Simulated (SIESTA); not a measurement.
The system is Ge.

```
Ge
1.0
     1.39715   -2.60052    0.00000
     1.39715    2.60052    0.00000
     0.00000    0.00000    2.69823
Ge
1
Cartesian
  1.3971 0.0000 0.0000
```

This isn't the form of Ge at room conditions, which is diamond.

| Quantity | Value |
| --- | --- |
| Program | SIESTA 5.4.2 |
| Task | relaxation of cell and atoms |
| Functional | WC |
| Potentials or basis | PseudoDojo 0.4 standard (PBEsol files) |
| Basis | DZP (energy shift 0.003 Ry; two zetas on semicore shells) |
| Grid cutoff | 800 Ry |
| Energy shift | 0.003 Ry |
| k mesh | 8 × 8 × 7 |
| Occupations | fermi-dirac, width 0.05 eV |
| Spin | no spin polarisation |

At the start: pressure -2.1 GPa; volume 19.61 Å³/atom.

How do energy, volume and symmetry change on relaxing?

Over 11 steps the energy falls by 17.1 meV/atom and the volume is 18.85 Å³/atom (-3.9 %); space group P6/mmm (No. 191, to 0.05 Å).

The path:
```
step  energy change (eV)  largest force (eV/Å)  pressure (GPa)  volume (Å³)
   1              0.0000                0.0000           -2.08        19.61
   2             -0.0082                0.0000           -0.54        19.09
   3             -0.0131                0.0000            1.39        18.54
   4             -0.0130                0.0000            1.22        18.59
   5             -0.0171                0.0000            0.46        18.64
   6             -0.0171                0.0000            0.47        18.64
   7             -0.0154                0.0000           -1.12        19.21
   8             -0.0171                0.0000            0.14        18.80
   9             -0.0168                0.0000           -0.47        18.97
  10             -0.0171                0.0000            0.04        18.83
  11             -0.0171                0.0000            0.01        18.85
```

Final structure:
```xyz
1
Lattice="1.4282 -2.4741 0.0000 1.4282 2.4741 0.0000 0.0000 0.0000 2.6674" Properties=species:S:1:pos:R:3 pbc="T T T"
Ge    1.4282    0.0000    0.0000
```

Caveat: the potentials were made for another functional, which shifts forces and pressure; the basis of atomic orbitals isn't converged, which shifts pressures, moduli and gaps.
